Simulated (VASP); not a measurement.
# GaN (P6_3mc) in VASP: settings compared, part 2 of 2

VASP 6.6.1.

### Step 4. Band structure, r2SCAN

This run uses another cell than the first one, of 11.43 Å³/atom, 1.008 times its volume.

File INCAR:

```
PREC = Accurate
ENCUT = 520
EDIFF = 1E-7
ISMEAR = 0
SIGMA = 0.02
LREAL = False
LASPH = True
NELM = 60
ALGO = Normal
ISIF = 2
LWAVE = False
LCHARG = False
METAGGA = R2SCAN
LMIXTAU = True
NBANDS = 26
```

File KPOINTS:

```
regular mesh
0
Gamma
  9 9 5
```

File POSCAR:

```
GaN                                     
1.0
    3.1890722369      0.0000000000      0.0000000000
   -1.5945361234      2.7618175622      0.0000000000
   -0.0000000000      0.0000000000      5.1927896379
  Ga              N             
     2     2
Direct
     0.6666666699999979    0.3333333300000021    0.5016032425894942
     0.3333333300000021    0.6666666699999979    0.0016032425894941
     0.6666666699999979    0.3333333300000021    0.8783967574105084
     0.3333333300000021    0.6666666699999979    0.3783967574105084
```

File KPOINTS_OPT:

```
path GMKGALHA,LM,KH
10
line-mode
reciprocal
 0.0000000000  0.0000000000  0.0000000000  G
 0.5000000000  0.0000000000  0.0000000000  M

 0.5000000000  0.0000000000  0.0000000000  M
 0.3333333333  0.3333333333  0.0000000000  K

 0.3333333333  0.3333333333  0.0000000000  K
 0.0000000000  0.0000000000  0.0000000000  G

 0.0000000000  0.0000000000  0.0000000000  G
 0.0000000000  0.0000000000  0.5000000000  A

 0.0000000000  0.0000000000  0.5000000000  A
 0.5000000000  0.0000000000  0.5000000000  L

 0.5000000000  0.0000000000  0.5000000000  L
 0.3333333333  0.3333333333  0.5000000000  H

 0.3333333333  0.3333333333  0.5000000000  H
 0.0000000000  0.0000000000  0.5000000000  A

 0.5000000000  0.0000000000  0.5000000000  L
 0.5000000000  0.0000000000  0.0000000000  M

 0.3333333333  0.3333333333  0.0000000000  K
 0.3333333333  0.3333333333  0.5000000000  H
```

Potentials or basis: VASP PAW PBE potentials, release 64 (Ga_d, N).

Command:

```sh
$ cat potpaw_PBE.64/Ga_d/POTCAR potpaw_PBE.64/N/POTCAR > POTCAR
$ mpirun -np 1 vasp_std > vasp.out
```

OUTCAR:

```text
PREC = Accurate
   ENCUT = 520
   EDIFF = 1E-7
   ISMEAR = 0
   LREAL = False
   LASPH = True
   NELM = 60
   ISIF = 2
   METAGGA = R2SCAN

 ion  position               nearest neighbor table
   1  0.667  0.333  0.502-   4 1.95   4 1.95   4 1.95   3 1.96
   2  0.333  0.667  0.002-   3 1.95   3 1.95   3 1.95   4 1.96
   3  0.667  0.333  0.878-   2 1.95   2 1.95   2 1.95   1 1.96
   4  0.333  0.667  0.378-   1 1.95   1 1.95   1 1.95   2 1.96

  LATTYP: Found a hexagonal cell.
 ALAT       =     3.1890722369
 C/A-ratio  =     1.6283073108

  Lattice vectors:

 A1 = (   3.1890722369,   0.0000000000,   0.0000000000)
 A2 = (  -1.5945361234,   2.7618175622,   0.0000000000)
 A3 = (   0.0000000000,   0.0000000000,   5.1927896379)

Analysis of symmetry for initial positions (statically):
=====================================================================
 Subroutine PRICEL returns:
 Original cell was already a primitive cell.

 Routine SETGRP: Setting up the symmetry group for a
 hexagonal supercell.

 Subroutine GETGRP returns: Found 12 space group operations
 (whereof  6 operations were pure point group operations)
 out of a pool of 24 trial point group operations.

The static configuration has the point symmetry C_3v.
 The point group associated with its full space group is C_6v.

Analysis of symmetry for dynamics (positions and initial velocities):
=====================================================================
 Subroutine PRICEL returns:
 Original cell was already a primitive cell.

 Routine SETGRP: Setting up the symmetry group for a
 hexagonal supercell.

 Subroutine GETGRP returns: Found 12 space group operations
 (whereof  6 operations were pure point group operations)
 out of a pool of 24 trial point group operations.

The dynamic configuration has the point symmetry C_3v.
 The point group associated with its full space group is C_6v.

 Subroutine INISYM returns: Found 12 space group operations
 (whereof  6 operations are pure point group operations),
 and found     1 'primitive' translations

----------------------------------------------------------------------------------------

                                     Primitive cell

  volume of cell :      45.7362

  direct lattice vectors                    reciprocal lattice vectors
     3.189072237  0.000000000  0.000000000     0.313570821  0.181040199  0.000000000
    -1.594536123  2.761817562  0.000000000     0.000000000  0.362080397  0.000000000
     0.000000000  0.000000000  5.192789638     0.000000000  0.000000000  0.192574718

  length of vectors
     3.189072237  3.189072231  5.192789638     0.362080397  0.362080397  0.192574718

  position of ions in fractional coordinates (direct lattice)
     0.666666670  0.333333330  0.501603243
     0.333333330  0.666666670  0.001603243
     0.666666670  0.333333330  0.878396757
     0.333333330  0.666666670  0.378396757

  ion indices of the primitive-cell ions
   primitive index   ion index
                 1           1
                 2           2
                 3           3
                 4           4

----------------------------------------------------------------------------------------

 KPOINTS: regular mesh

Automatic generation of k-mesh.
 Grid dimensions read from file:
 generate k-points for:    9    9    5

 Generating k-lattice:

  Cartesian coordinates                     Fractional coordinates (reciprocal lattice)
     0.034841202  0.020115578  0.000000000     0.111111111  0.000000000  0.000000000
     0.000000000  0.040231155  0.000000000     0.000000000  0.111111111  0.000000000
     0.000000000  0.000000000  0.038514944     0.000000000  0.000000000  0.200000000

  Length of vectors
     0.040231155  0.040231155  0.038514944

  Shift w.r.t. Gamma in fractional coordinates (k-lattice)
     0.000000000  0.000000000  0.000000000

 Subroutine IBZKPT returns following result:
 ===========================================

 Found     36 irreducible k-points:

 Following reciprocal coordinates:
            Coordinates               Weight
  0.000000  0.000000  0.000000      1.000000
  0.111111  0.000000  0.000000      6.000000
  0.222222 -0.000000  0.000000      6.000000
  0.333333  0.000000  0.000000      6.000000
  0.444444 -0.000000  0.000000      6.000000
  0.111111  0.111111  0.000000      6.000000
[... 16 lines left out ...]
  0.333333  0.222222  0.200000     24.000000
  0.333333  0.333333  0.200000      4.000000
 [... further k-points ...]
   k-points           NKPTS =     36   k-points in BZ     NKDIM =     36   number of bands    NBANDS=     26
   number of dos      NEDOS =    301   number of ions     NIONS =      4
   total plane-waves  NPLWV =  23040
   dimension x,y,z NGX =    24 NGY =   24 NGZ =   40
   dimension x,y,z NGXF=    48 NGYF=   48 NGZF=   80
   ions per type =               2   2
   NGX,Y,Z   is equivalent  to a cutoff of  12.51, 12.51, 12.81 a.u.
   NGXF,Y,Z  is equivalent  to a cutoff of  25.02, 25.02, 25.61 a.u.
 SYSTEM =  unknown system
   PREC   = accura    normal or accurate (medium, high low for compatibility)
   ISTART =      0    job   : 0-new  1-cont  2-samecut
   ICHARG =      2    charge: 1-file 2-atom 10-const
   ISPIN  =      1    spin polarized calculation?
   LNONCOLLINEAR =      F non collinear calculations
   LSORBIT =      F    spin-orbit coupling
   LASPH  =      T    aspherical Exc in radial PAW
   ENCUT  =  520.0 eV  38.22 Ry    6.18 a.u.   5.93  5.93  9.66*2*pi/ulx,y,z
   NELM   =     60;   NELMIN=  2; NELMDL= -5     # of ELM steps
   EDIFF  = 0.1E-06   stopping-criterion for ELM
   LREAL  =      F    real-space projection
   EDIFFG = 0.1E-05   stopping-criterion for IOM
   NSW    =      0    number of steps for IOM
   IBRION =     -1    ionic relax: 0-MD 1-quasi-New 2-CG
   NFREE  =      0    steps in history (QN), initial steepest desc. (CG)
   ISIF   =      2    stress and relaxation
   ISYM   =      2    0-nonsym 1-usesym 2-fastsym
   POTIM  = 0.5000    time-step for ionic-motion
   TEBEG  =    0.0;   TEEND  =   0.0 temperature during run
   PSTRESS=    0.0 pullay stress
   NELECT =      36.0000    total number of electrons
   NUPDOWN=      -1.0000    fix difference up-down
   EMIN   =  10.00;   EMAX   =-10.00  energy-range for DOS
   EFERMI =   0.00;   METHOD = LEGACY
   ISMEAR =     0;   SIGMA  =   0.02  broadening in eV -4-tet -1-fermi 0-gaus
   EFERMI_NEDOS =   21; number of points for ismear=-14 and -15
   IALGO  =     38    algorithm
   IMIX   =      4    mixing-type and parameters
     AMIX     =   0.40;   BMIX     =  1.00
     AMIX_MAG =   1.60;   BMIX_MAG =  1.00
  volume/ion in A,a.u.               =      11.43        77.16
  Fermi-wavevector in a.u.,A,eV,Ry     =   1.511549  2.856414 31.086335  2.284781
  Thomas-Fermi vector in A             =   2.621592
   LORBIT       =      0    0 simple, 1 ext, 2 COOP (PROOUT), +10 PAW based schemes
   METAGGA = R2SCAN    functional components
   LHFCALC =     F    Hartree Fock is set to
   AEXX    =    0.0000 exact exchange contribution
   IVDW    =     0    specifies the selected vdW correction
   LEPSILON=     F    determine dielectric tensor
   LRPA    =     F    only Hartree local field effects (RPA)
 non-spin polarized calculation
 Gauss-broadening in eV      SIGMA  =   0.02
  energy-cutoff  :      520.00
  volume of cell :       45.74
 maximum number of plane-waves:      1254
 NGX is ok and might be reduce to    24
   NGX = 11   NGY = 11   NGZ = 19

 number of electron      35.9999986 magnetization

 Free energy of the ion-electron system (eV)
  ---------------------------------------------------
  ext. energy  EPLUGINS =         0.00000000
  ---------------------------------------------------
  free energy    TOTEN  =       -43.82258145 eV

  energy without entropy =      -43.82258145  energy(sigma->0) =      -43.82258145

 E-fermi :   5.1834     XC(G=0): -12.6312

 val. band max:        5.0415410859   @ k =   0.0000   0.0000   0.0000
 cond. band min:       7.3473586816   @ k =   0.0000   0.0000   0.0000
 fundamental gap:      2.3058175958
 Fermi energy:         5.1834448355

 k-point     1 :       0.0000    0.0000    0.0000
  band No.  band energies     occupation
      1     -11.7229      2.00000
      2     -10.7333      2.00000
      3      -8.7831      2.00000
      4      -8.7677      2.00000
      5      -8.7677      2.00000
      6      -8.7003      2.00000
[... 18 lines left out ...]
     25      17.4855      0.00000
     26      17.4856      0.00000
[... 644 lines left out ...]
      4      -8.5879      2.00000
      5      -8.5878      2.00000
      6      -8.5346      2.00000
[... 18 lines left out ...]
     25      18.9036      0.00000
     26      19.1617      0.00000

 [... further k-points ...]
[... 5 lines left out ...]
  --------------------------------------------------------------------------------------
  -------------------------------------------------------------------------------------
  Total        0.0096273      0.0096273      0.0000156     -0.0000000      0.0000000      0.0000000
  in kB        0.3372536      0.3372536      0.0005478     -0.0000000      0.0000000      0.0000000
  external PRESSURE =       0.2250184 kB  Pullay stress =       0.0000000 kB

 VOLUME and BASIS-vectors are now :
 -----------------------------------------------------------------------------
  energy-cutoff  :      520.00
  volume of cell :       45.74
      direct lattice vectors                 reciprocal lattice vectors
     3.189072237  0.000000000  0.000000000     0.313570821  0.181040199  0.000000000
    -1.594536123  2.761817562  0.000000000     0.000000000  0.362080397  0.000000000
     0.000000000  0.000000000  5.192789638     0.000000000  0.000000000  0.192574718

 POSITION                                       TOTAL-FORCE (eV/Angst)
 -----------------------------------------------------------------------------------
      1.59454      0.92061      2.60472        -0.000000      0.000000      0.012940
     -0.00000      1.84121      0.00833         0.000000     -0.000000      0.012940
      1.59454      0.92061      4.56133         0.000000     -0.000000     -0.012940
     -0.00000      1.84121      1.96493        -0.000000     -0.000000     -0.012940
 -----------------------------------------------------------------------------------
    total drift:                               -0.000009      0.000009      0.067092

  FREE ENERGIE OF THE ION-ELECTRON SYSTEM (eV)
  ---------------------------------------------------
  free  energy   TOTEN  =       -43.8225814501 eV

  energy  without entropy=      -43.8225814501  energy(sigma->0) =      -43.82258145
```

Run time: 3.7 min. Hardware: 1 thread of Intel Xeon Platinum 8488C (Sapphire Rapids), shared host; peak memory 0.21 GiB.

What came out:

```
Free energy             : -43.8226 eV
Pressure                : 0.0 GPa
Largest force           : 0.013 eV/Å
Band gap on the k mesh  : 2.31 eV, direct
Band gap along the path : 2.31 eV, direct
```

Forces in eV/Å, atoms in the order of the input:
```
Ga   0.000  0.000  0.013
Ga   0.000  0.000  0.013
N    0.000  0.000 -0.013
N    0.000  0.000 -0.013
```

Levels at the corners of the path, in eV from the valence-band top:
```tsv
point	band 14	band 15	band 16	band 17	band 18	band 19	band 20	band 21	band 22	band 23
Γ	-1.06	-1.06	-0.03	0.00	0.00	2.31	4.77	9.93	10.56	10.56
M	-5.37	-4.27	-2.82	-2.22	-1.03	5.56	6.09	6.53	9.30	11.03
M	-5.37	-4.27	-2.82	-2.22	-1.03	5.56	6.09	6.53	9.30	11.03
K	-5.41	-5.38	-3.03	-3.03	-2.78	5.60	8.47	8.47	9.05	10.56
K	-5.41	-5.38	-3.03	-3.03	-2.78	5.60	8.47	8.47	9.05	10.56
Γ	-1.06	-1.06	-0.03	0.00	0.00	2.31	4.77	9.93	10.56	10.56
Γ	-1.06	-1.06	-0.03	0.00	0.00	2.31	4.77	9.93	10.56	10.56
A	-3.92	-0.54	-0.54	-0.54	-0.54	4.73	4.73	9.15	9.15	11.07
A	-3.92	-0.54	-0.54	-0.54	-0.54	4.73	4.73	9.15	9.15	11.07
L	-6.69	-1.99	-1.99	-1.94	-1.94	4.87	4.87	8.38	8.38	10.73
L	-6.69	-1.99	-1.99	-1.94	-1.94	4.87	4.87	8.38	8.38	10.73
H	-6.23	-4.27	-4.27	-1.51	-1.51	6.98	6.98	7.86	7.86	9.79
H	-6.23	-4.27	-4.27	-1.51	-1.51	6.98	6.98	7.86	7.86	9.79
A	-3.92	-0.54	-0.54	-0.54	-0.54	4.73	4.73	9.15	9.15	11.07
L	-6.69	-1.99	-1.99	-1.94	-1.94	4.87	4.87	8.38	8.38	10.73
M	-5.37	-4.27	-2.82	-2.22	-1.03	5.56	6.09	6.53	9.30	11.03
K	-5.41	-5.38	-3.03	-3.03	-2.78	5.60	8.47	8.47	9.05	10.56
H	-6.23	-4.27	-4.27	-1.51	-1.51	6.98	6.98	7.86	7.86	9.79
```

Caveat: the PAW data sets were made with another functional, which shifts forces and pressure a little.

### Step 5. Summary

```csv
level,cell,k mesh,mesh quality,gap on the mesh (eV),pressure (GPa)
PBEsol,"P6_3mc, 11.35 Å³/atom",3 × 3 × 2,coarse,1.89,0.3
PBEsol,"P6_3mc, 11.36 Å³/atom",3 × 3 × 2,coarse,1.89,0.2
r2SCAN,"P6_3mc, 11.43 Å³/atom",9 × 9 × 5,not flagged,2.31,0.0
```

Alike in all rows: task band structure; potentials or basis VASP PAW PBE potentials, release 64 (Ga_d, N); no spin polarisation; cutoff (eV) 520; smearing gaussian 0.02 eV.

Caveats: some runs use coarse meshes; the PAW data sets were made with another functional, which shifts forces and pressure a little.

Absolute energies hang on the potentials; compare differences alone.

### Step 6. Against experiment

Step 4. Measured gap of GaN: 3.503 eV (direct; quoted in “Studying electronic properties in GaN without electrical contacts using γ-γ vs e−-γ Perturbed Angular Correlations”, 2019, pmc:6823545). This calculation gives 2.31 eV (-1.20 eV). Spin-orbit coupling on Ga is left out. The value is that of r2SCAN, without temperature or zero-point motion. The cell is a database's relaxed one, not the measured one, which moves gaps too.
